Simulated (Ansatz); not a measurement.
Input of an Ansatz 0.2.0 run:

The input input.yaml:

```yaml
crystal:
  lattice:
    - [2.6205428149, 0.0, 0.0]
    - [-1.3102714075, 2.2694566494, 0.0]
    - [0.0, 0.0, 2.46635439]
  atoms:
    - { symbol: Si, position: [0.0, 0.0, 0.0] }
hamiltonian:
  xc: pbe
  pseudopotentials: { kind: paw }
kpoints:
  mp_grid: { grid: [12, 12, 11] }
scf:
  occupations: { method: gaussian, width: 0.023 }
output:
  forces: true
  stress: true
  eigenvalues: true
```

Potentials or basis: Ansatz PAW.

Launch:

```console
$ ansatz run input.yaml --threads 2 --pin off --max-ram 5632MiB --backend cpu --events-out ev --progress --plain --runs-dir out
```

**Question.** Estimate the pressure.

**Answer.** 3.1 GPa.

**Question.** What does it give for the band gap on the k mesh?

**Answer.** None (metal or under the smearing width).

Stress tensor (GPa, compression positive):
```
1.32 0.00 0.00
0.00 1.32 0.00
0.00 0.00 6.58
```
